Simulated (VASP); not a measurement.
# MgO: NMR shieldings, part 4 of 7

Wanted: the shieldings and field gradients at the nuclei of MgO. The cell has space group P6_3mc, a computed entry that need not be the common form of this compound. The start is a computed cell from the Materials Project.

VASP 6.6.1, plane waves and PAW; the level of theory is named at each step.

So far. Step 2 (Ground state): The cell has a gap of 3.51 eV on this mesh and a pressure of -3.5 GPa, which holds the misfit of the given cell and coordinates with this functional, and any error of cutoff, mesh and data sets.

## Step 4: Cell strained

Level of this step: chemical shifts by linear response (GIPAW), LDA; plane waves and PAW (Mg, O) (VASP).

A strained cell shows how shieldings follow the geometry.

Contents of INCAR:

```
SYSTEM = MgO
PREC = Accurate
ENCUT = 560
EDIFF = 1E-09
NELM = 100
ISMEAR = 0
SIGMA = 0.01
LREAL = .FALSE.
ALGO = Normal
GGA = CA
NBANDS = 24
LWAVE = .FALSE.
LCHARG = .FALSE.
KPAR = 4
LCHIMAG = .TRUE.
LEFG = .TRUE.
DQ = 0.001
ICHIBARE = 1
LNMR_SYM_RED = .TRUE.
```

Contents of POSCAR:

```
MgO
1.0
    3.2702460000     -0.0190000000     -0.0367780000
   -1.6515780000      2.8218630000      0.0120620000
   -0.1175130000     -0.0233420000     10.3356870000
Mg O
4 4
Direct
    0.6666666667      0.3333333333      0.4696623800
    0.0000000000      0.0000000000      0.7210023100
    0.0000000000      0.0000000000      0.2210023100
    0.3333333333      0.6666666667      0.9696623800
    0.6666666667      0.3333333333      0.2798401500
    0.0000000000      0.0000000000      0.0294933400
    0.0000000000      0.0000000000      0.5294933400
    0.3333333333      0.6666666667      0.7798401500
```

Contents of KPOINTS:

```
Automatic mesh
0
Gamma
8 8 2
0 0 0
```

The projector-augmented-wave data sets are Mg and O (LDA family, release 64).

Started as:

```
$ mpirun -np 4 vasp_std
```

Output:

```text
[... set-up lines as in an earlier step ...]
 entering main loop
       N       E                     dE             d eps       ncg     rms          rms(c)
DAV:   1     0.147235582752E+03    0.14724E+03   -0.15153E+04  3264   0.123E+03
DAV:   2    -0.495850714277E+02   -0.19682E+03   -0.18611E+03  4408   0.254E+02
DAV:   3    -0.609052545107E+02   -0.11320E+02   -0.11268E+02  4272   0.625E+01
DAV:   4    -0.609807979498E+02   -0.75543E-01   -0.75538E-01  3488   0.608E+00
DAV:   5    -0.609813202908E+02   -0.52234E-03   -0.52232E-03  4256   0.496E-01    0.162E+01
DAV:   6    -0.526875939873E+02    0.82937E+01   -0.35236E+01  3648   0.346E+01    0.568E+00
DAV:   7    -0.524406867255E+02    0.24691E+00   -0.61098E-01  3480   0.537E+00    0.313E+00
DAV:   8    -0.523024360649E+02    0.13825E+00   -0.25082E-01  3656   0.449E+00    0.598E-01
DAV:   9    -0.522977066231E+02    0.47294E-02   -0.19970E-02  3832   0.940E-01    0.147E-01
DAV:  10    -0.522980785200E+02   -0.37190E-03   -0.29245E-04  3616   0.124E-01    0.223E-02
DAV:  11    -0.522980762794E+02    0.22407E-05   -0.89700E-06  4144   0.261E-02    0.103E-02
DAV:  12    -0.522980775547E+02   -0.12753E-05   -0.37652E-06  3728   0.146E-02    0.775E-03
DAV:  13    -0.522980772275E+02    0.32722E-06   -0.10324E-06  3936   0.951E-03    0.400E-03
DAV:  14    -0.522980770221E+02    0.20544E-06   -0.10287E-06  3856   0.708E-03    0.566E-04
DAV:  15    -0.522980770278E+02   -0.57930E-08   -0.54121E-08  3568   0.160E-03    0.548E-04
DAV:  16    -0.522980770241E+02    0.37101E-08   -0.60195E-09  4056   0.633E-04    0.214E-04
DAV:  17    -0.522980770233E+02    0.79854E-09   -0.67100E-09  3544   0.574E-04
ion   1
     0.0000000    -0.0490411     0.0300899     0.0367187    -0.0458091    -0.0444512
     0.0000337    -0.0490411     0.0300899     0.0367187    -0.0458091    -0.0444512
     0.0000464    -0.0490411     0.0300899     0.0367187    -0.0458091    -0.0444512
     0.0000638    -0.0490411     0.0300899     0.0367187    -0.0458091    -0.0444512
     0.0000879    -0.0490411     0.0300899     0.0367187    -0.0458091    -0.0444512

     0.0000000    -0.7164739     0.4512288     0.5152048    -0.6687162    -0.6493423
     0.0000337    -0.7164732     0.4512283     0.5152043    -0.6687155    -0.6493416
     0.0000464    -0.7164727     0.4512280     0.5152039    -0.6687150    -0.6493412
     0.0000638    -0.7164719     0.4512275     0.5152034    -0.6687143    -0.6493405
     0.0000879    -0.7164707     0.4512267     0.5152024    -0.6687131    -0.6493393

ion   2
     0.0000000    -0.0543989     0.0307249    -0.1176039    -0.0466003    -0.0454506
     0.0000337    -0.0543989     0.0307249    -0.1176039    -0.0466003    -0.0454506
     0.0000464    -0.0543989     0.0307249    -0.1176039    -0.0466003    -0.0454506
     0.0000638    -0.0543989     0.0307249    -0.1176039    -0.0466003    -0.0454506
     0.0000879    -0.0543989     0.0307249    -0.1176039    -0.0466003    -0.0454506

     0.0000000    -0.7914481     0.4516183    -1.7044462    -0.6781460    -0.6611066
     0.0000337    -0.7914473     0.4516179    -1.7044444    -0.6781453    -0.6611059
     0.0000464    -0.7914468     0.4516176    -1.7044433    -0.6781449    -0.6611055
     0.0000638    -0.7914459     0.4516171    -1.7044414    -0.6781441    -0.6611047
     0.0000879    -0.7914445     0.4516163    -1.7044383    -0.6781429    -0.6611035

ion   3
     0.0000000     0.1376144    -0.0285438    -0.1206029     0.0529979    -0.0039350
     0.0000337     0.1376144    -0.0285438    -0.1206029     0.0529979    -0.0039350
     0.0000464     0.1376144    -0.0285438    -0.1206029     0.0529979    -0.0039350
     0.0000638     0.1376144    -0.0285438    -0.1206029     0.0529979    -0.0039350
     0.0000879     0.1376144    -0.0285438    -0.1206029     0.0529979    -0.0039350

     0.0000000     2.0068941    -0.4192477    -1.7412213     0.7843939    -0.0713434
     0.0000337     2.0068920    -0.4192473    -1.7412195     0.7843931    -0.0713434
     0.0000464     2.0068907    -0.4192470    -1.7412183     0.7843926    -0.0713433
     0.0000638     2.0068885    -0.4192466    -1.7412164     0.7843917    -0.0713432
     0.0000879     2.0068849    -0.4192458    -1.7412132     0.7843903    -0.0713431

ion   4
     0.0000000     0.1328113    -0.0280517     0.0336328     0.0509735    -0.0048260
     0.0000337     0.1328113    -0.0280517     0.0336328     0.0509735    -0.0048260
     0.0000464     0.1328113    -0.0280517     0.0336328     0.0509735    -0.0048260
     0.0000638     0.1328113    -0.0280517     0.0336328     0.0509735    -0.0048260
     0.0000879     0.1328113    -0.0280517     0.0336328     0.0509735    -0.0048260

     0.0000000     1.9469471    -0.4171470     0.4764715     0.7760974    -0.0850059
     0.0000337     1.9469451    -0.4171466     0.4764710     0.7760966    -0.0850058
     0.0000464     1.9469438    -0.4171463     0.4764707     0.7760961    -0.0850058
     0.0000638     1.9469417    -0.4171459     0.4764702     0.7760953    -0.0850057
     0.0000879     1.9469382    -0.4171451     0.4764693     0.7760938    -0.0850055

ion   5
     0.0000000     0.6667638     0.0340905     1.3704173     0.6818914    -0.2323236
     0.0000293     0.6667638     0.0340905     1.3704173     0.6818914    -0.2323236
     0.0000403     0.6667638     0.0340905     1.3704173     0.6818914    -0.2323236
     0.0000555     0.6667638     0.0340905     1.3704173     0.6818914    -0.2323236
     0.0000765     0.6667638     0.0340905     1.3704172     0.6818914    -0.2323236

     0.0000000     1.8554257     0.1447267     4.1419637     2.0228224    -0.6954277
     0.0000293     1.8554253     0.1447267     4.1419627     2.0228219    -0.6954275
     0.0000403     1.8554250     0.1447267     4.1419620     2.0228216    -0.6954274
     0.0000555     1.8554245     0.1447266     4.1419608     2.0228210    -0.6954272
     0.0000765     1.8554236     0.1447265     4.1419588     2.0228201    -0.6954268

ion   6
     0.0000000     0.9206578    -0.0136847    -0.2547540     0.9208466    -0.1703033
     0.0000293     0.9206578    -0.0136847    -0.2547540     0.9208466    -0.1703033
     0.0000403     0.9206578    -0.0136847    -0.2547540     0.9208466    -0.1703033
     0.0000555     0.9206577    -0.0136847    -0.2547539     0.9208466    -0.1703033
     0.0000765     0.9206577    -0.0136847    -0.2547539     0.9208466    -0.1703033

     0.0000000     2.6022817     0.0040703    -0.6165554     2.7186842    -0.5136954
     0.0000293     2.6022810     0.0040703    -0.6165552     2.7186836    -0.5136952
     0.0000403     2.6022806     0.0040703    -0.6165551     2.7186831    -0.5136952
     0.0000555     2.6022799     0.0040703    -0.6165550     2.7186824    -0.5136950
[...]
RMM:   1    -0.104941850752E+03   -0.10494E+03   -0.14076E+02  5757   0.495E+01
RMM:   2    -0.108336826147E+03   -0.33950E+01   -0.98781E+00  6523   0.806E+00
RMM:   3    -0.108539539279E+03   -0.20271E+00   -0.19033E-01  6483   0.132E+00
RMM:   4    -0.108547646515E+03   -0.81072E-02   -0.18531E-02  6555   0.324E-01
RMM:   5    -0.108548340803E+03   -0.69429E-03   -0.89529E-04  6549   0.778E-02
RMM:   6    -0.108548386176E+03   -0.45374E-04   -0.10843E-04  6348   0.221E-02
RMM:   7    -0.108548390274E+03   -0.40973E-05   -0.52692E-06  5726   0.541E-03
RMM:   8    -0.108548390552E+03   -0.27842E-06   -0.65076E-07  5462   0.157E-03
RMM:   9    -0.108548390580E+03   -0.28038E-07   -0.37227E-08  4788   0.414E-04
RMM:  10    -0.108548390582E+03   -0.20539E-08   -0.42627E-09  4205   0.141E-04
RMM:  11    -0.108548390582E+03   -0.24338E-09   -0.32158E-10  3636   0.641E-05
BDIR= 3  IDIR= 1  IQ=  0
DAV:   1    -0.266556342864E+03   -0.26656E+03   -0.53027E-10  1856   0.168E-04
DAV:   2    -0.266556342864E+03   -0.22851E-10   -0.51204E-11  1816   0.508E-05
       N       E                     dE             d eps       ncg     rms
RMM:   1    -0.104965041272E+03   -0.10497E+03   -0.14086E+02  5757   0.495E+01
RMM:   2    -0.108365420746E+03   -0.34004E+01   -0.98990E+00  6523   0.806E+00
RMM:   3    -0.108568748081E+03   -0.20333E+00   -0.19074E-01  6485   0.132E+00
RMM:   4    -0.108576877641E+03   -0.81296E-02   -0.18587E-02  6555   0.325E-01
RMM:   5    -0.108577575136E+03   -0.69750E-03   -0.89893E-04  6542   0.779E-02
RMM:   6    -0.108577620828E+03   -0.45692E-04   -0.10995E-04  6349   0.222E-02
RMM:   7    -0.108577624889E+03   -0.40603E-05   -0.51366E-06  5720   0.538E-03
RMM:   8    -0.108577625159E+03   -0.27076E-06   -0.62927E-07  5455   0.157E-03
RMM:   9    -0.108577625187E+03   -0.27770E-07   -0.37483E-08  4774   0.412E-04
RMM:  10    -0.108577625189E+03   -0.20689E-08   -0.42792E-09  4190   0.140E-04
RMM:  11    -0.108577625189E+03   -0.24683E-09   -0.32568E-10  3630   0.643E-05
BDIR= 3  IDIR= 1  IQ=  1
DAV:   1    -0.266547136915E+03   -0.26655E+03   -0.29314E-02  3656   0.926E-01
DAV:   2    -0.266547253647E+03   -0.11673E-03   -0.11673E-03  3864   0.190E-01
DAV:   3    -0.266547254129E+03   -0.48231E-06   -0.48229E-06  3896   0.119E-02
DAV:   4    -0.266547254135E+03   -0.56023E-08   -0.55983E-08  3960   0.130E-03
DAV:   5    -0.266547254135E+03   -0.56446E-10   -0.87404E-10  3032   0.147E-04
       N       E                     dE             d eps       ncg     rms
RMM:   1    -0.104987402373E+03   -0.10499E+03   -0.14096E+02  5756   0.495E+01
RMM:   2    -0.108393127559E+03   -0.34057E+01   -0.99198E+00  6522   0.806E+00
RMM:   3    -0.108597077465E+03   -0.20395E+00   -0.19129E-01  6485   0.132E+00
RMM:   4    -0.108605217999E+03   -0.81405E-02   -0.18622E-02  6556   0.325E-01
RMM:   5    -0.108605917491E+03   -0.69949E-03   -0.89804E-04  6546   0.779E-02
RMM:   6    -0.108605963424E+03   -0.45933E-04   -0.11091E-04  6353   0.222E-02
RMM:   7    -0.108605967512E+03   -0.40882E-05   -0.51509E-06  5725   0.538E-03
RMM:   8    -0.108605967783E+03   -0.27099E-06   -0.62916E-07  5465   0.156E-03
RMM:   9    -0.108605967811E+03   -0.28043E-07   -0.37839E-08  4776   0.412E-04
RMM:  10    -0.108605967813E+03   -0.20995E-08   -0.43995E-09  4193   0.141E-04
RMM:  11    -0.108605967814E+03   -0.24613E-09   -0.32412E-10  3630   0.642E-05
BDIR= 3  IDIR= 2  IQ= -1
DAV:   1    -0.266525283656E+03   -0.26653E+03   -0.29449E-02  3704   0.926E-01
DAV:   2    -0.266525399993E+03   -0.11634E-03   -0.11634E-03  3952   0.190E-01
DAV:   3    -0.266525400475E+03   -0.48266E-06   -0.48266E-06  3928   0.119E-02
DAV:   4    -0.266525400481E+03   -0.55178E-08   -0.54993E-08  3976   0.129E-03
DAV:   5    -0.266525400481E+03   -0.58833E-10   -0.83079E-10  3032   0.141E-04
       N       E                     dE             d eps       ncg     rms
RMM:   1    -0.104908291784E+03   -0.10491E+03   -0.14079E+02  5696   0.495E+01
RMM:   2    -0.108359424077E+03   -0.34511E+01   -0.10274E+01  6422   0.819E+00
RMM:   3    -0.108563980961E+03   -0.20456E+00   -0.18987E-01  6512   0.133E+00
RMM:   4    -0.108571521053E+03   -0.75401E-02   -0.16336E-02  6565   0.324E-01
RMM:   5    -0.108572189754E+03   -0.66870E-03   -0.87804E-04  6570   0.783E-02
RMM:   6    -0.108572233652E+03   -0.43898E-04   -0.10670E-04  6341   0.221E-02
RMM:   7    -0.108572237540E+03   -0.38876E-05   -0.52039E-06  5713   0.537E-03
RMM:   8    -0.108572237796E+03   -0.25686E-06   -0.57861E-07  5444   0.153E-03
RMM:   9    -0.108572237822E+03   -0.25871E-07   -0.34403E-08  4803   0.405E-04
RMM:  10    -0.108572237824E+03   -0.18994E-08   -0.39941E-09  4253   0.139E-04
RMM:  11    -0.108572237824E+03   -0.21572E-09   -0.28838E-10  3635   0.624E-05
BDIR= 3  IDIR= 2  IQ=  0
DAV:   1    -0.266556342864E+03   -0.26656E+03   -0.53027E-10  1856   0.168E-04
DAV:   2    -0.266556342864E+03   -0.43769E-11   -0.51083E-11  1816   0.508E-05
       N       E                     dE             d eps       ncg     rms
RMM:   1    -0.104912284988E+03   -0.10491E+03   -0.14081E+02  5693   0.496E+01
RMM:   2    -0.108355498869E+03   -0.34432E+01   -0.10219E+01  6421   0.818E+00
RMM:   3    -0.108558728854E+03   -0.20323E+00   -0.18830E-01  6514   0.133E+00
RMM:   4    -0.108566174674E+03   -0.74458E-02   -0.16018E-02  6563   0.323E-01
RMM:   5    -0.108566840859E+03   -0.66619E-03   -0.86991E-04  6566   0.783E-02
RMM:   6    -0.108566884604E+03   -0.43745E-04   -0.10726E-04  6339   0.221E-02
RMM:   7    -0.108566888437E+03   -0.38330E-05   -0.50640E-06  5706   0.535E-03
RMM:   8    -0.108566888693E+03   -0.25605E-06   -0.57562E-07  5438   0.154E-03
RMM:   9    -0.108566888719E+03   -0.25836E-07   -0.35519E-08  4798   0.408E-04
RMM:  10    -0.108566888721E+03   -0.18654E-08   -0.38617E-09  4241   0.138E-04
RMM:  11    -0.108566888721E+03   -0.20847E-09   -0.27750E-10  3626   0.623E-05
BDIR= 3  IDIR= 2  IQ=  1
DAV:   1    -0.266587169132E+03   -0.26659E+03   -0.29440E-02  3696   0.926E-01
DAV:   2    -0.266587285402E+03   -0.11627E-03   -0.11627E-03  3936   0.190E-01
DAV:   3    -0.266587285886E+03   -0.48374E-06   -0.48373E-06  3888   0.119E-02
DAV:   4    -0.266587285891E+03   -0.54790E-08   -0.55080E-08  4000   0.129E-03
DAV:   5    -0.266587285891E+03   -0.75090E-10   -0.84283E-10  3056   0.142E-04
       N       E                     dE             d eps       ncg     rms
RMM:   1    -0.104915444333E+03   -0.10492E+03   -0.14083E+02  5694   0.496E+01
RMM:   2    -0.108350677645E+03   -0.34352E+01   -0.10163E+01  6420   0.818E+00
RMM:   3    -0.108552594014E+03   -0.20192E+00   -0.18674E-01  6515   0.133E+00
RMM:   4    -0.108559955175E+03   -0.73612E-02   -0.15786E-02  6561   0.321E-01
RMM:   5    -0.108560611624E+03   -0.65645E-03   -0.85577E-04  6569   0.780E-02
RMM:   6    -0.108560654384E+03   -0.42760E-04   -0.10354E-04  6339   0.220E-02
RMM:   7    -0.108560658237E+03   -0.38529E-05   -0.50596E-06  5710   0.537E-03
RMM:   8    -0.108560658501E+03   -0.26383E-06   -0.60819E-07  5445   0.156E-03
RMM:   9    -0.108560658526E+03   -0.25695E-07   -0.34939E-08  4798   0.407E-04
RMM:  10    -0.108560658528E+03   -0.18720E-08   -0.38374E-09  4248   0.138E-04
RMM:  11    -0.108560658528E+03   -0.21009E-09   -0.28518E-10  3640   0.625E-05
       N       E                     dE             d eps       ncg     rms
RLQ:   1    -0.156092808965E+01   -0.15609E+01   -0.27385E+00  4255   0.572E+00
RLQ:   2    -0.167697548907E+01   -0.11605E+00   -0.26050E-01  5910   0.140E+00
RLQ:   3    -0.168385167495E+01   -0.68762E-02   -0.87022E-03  6223   0.233E-01
RLQ:   4    -0.168417525687E+01   -0.32358E-03   -0.60930E-04  6141   0.553E-02
RLQ:   5    -0.168420064887E+01   -0.25392E-04   -0.46276E-05  5679   0.139E-02
RLQ:   6    -0.168420267398E+01   -0.20251E-05   -0.48620E-06  5615   0.390E-03
RLQ:   7    -0.168420284298E+01   -0.16900E-06   -0.30350E-07  5210   0.996E-04
RLQ:   8    -0.168420285474E+01   -0.11769E-07   -0.24712E-08  4557   0.284E-04
RLQ:   9    -0.168420285588E+01   -0.11387E-08   -0.19554E-09  3904   0.986E-05
RLQ:  10    -0.168420285598E+01   -0.93943E-10   -0.19469E-10  3414   0.567E-05
```

Elapsed: 12 min, on 4 MPI ranks of Intel Xeon 6975P-C (Granite Rapids), shared host; peak memory 3.4 GiB; 42 min of CPU time.

(Continued in part 5 of 7.)

[Lines on the potential files, build, host, timing and source positions are cut from VASP's logs without a mark.]

[Logs are printed without paths, hosts, clocks, repeated set-up lines and the standing remarks that a program may print on its own settings, such as how far it seeks lower states.]

[Hosts, paths, dates, database ids (printed as entryN), source tags and the programs' standing remarks are cut or masked in the printed files.]
